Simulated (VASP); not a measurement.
Runs of VASP 6.6.1 on Au. The structure is cubic, space group Im-3m (No. 229). Conventional cell: a = 3.315 Å, b = 3.315 Å, c = 3.315 Å, α = 90.00°, β = 90.00°, γ = 90.00°. Au (site symmetry m-3m) has 8 Au at 2.87 Å as nearest neighbours. This isn't the form of Au at room conditions, which is fcc.

| task | level | potentials or basis | spin | cell | k mesh | cutoff (eV) | smearing | grid for exact exchange (PRECFOCK) | exchange at q = 0 | other keys | mesh quality | gap on the mesh (eV) | pressure (GPa) |
| --- | --- | --- | --- | --- | --- | --- | --- | --- | --- | --- | --- | --- | --- |
| single point | PBE | VASP PAW PBE potentials, release 64 (Au) | off | as given | 11 × 11 × 11 | 500 | gaussian 0.02 eV | - | - | - | not flagged | none | (a) |
| optical spectrum | SCAN0 | VASP PAW PBE potentials, release 64 (Au_GW) | off | volume scaled by 1.04 | 6 × 6 × 6 | 550 | methfessel-paxton 0.1 eV | Fast | default | - | coarse | none | -12.5 |
| atomic charges | PBEsol+D3(BJ) | VASP PAW PBE potentials, release 64 (Au) | non-collinear, zero start, SOC | as given | 10 × 10 × 10 | 520 | methfessel-paxton 0.1 eV | - | - | k = 10 × 10 × 10; BMIX = 3 | not flagged | - | -16.4 |
| density of states | TB-mBJ | VASP PAW PBE potentials, release 64 (Au_sv_GW) | off | as given | 11 × 11 × 11 | 600 | tetrahedron | - | - | - | not flagged | none | - |

**Question.** Estimate the missing entries.

**Answer.** (a) -1.1.

Caveats: some runs use coarse meshes; the PAW data sets were made with another functional, which shifts forces and pressure a little (some runs); spectra need much finer meshes, so this one isn't converged (some runs); independent-particle spectra lack excitons (some runs); the intraband (Drude) part of a metal's response may be missing (some runs); so large a pressure means that the cell lies far from this level's equilibrium, or that cutoff or potentials fall short (some runs); the potentials were made for another functional, which shifts forces and pressure (some runs); tetrahedron occupations give inexact forces and stress in metals (some runs).

A k mesh can miss the band edges, and rows without SOC leave out spin-orbit coupling on Au.

A gap of «none» marks a metal or a gap under the smearing width.

The runs don't all hold the same shells in valence.
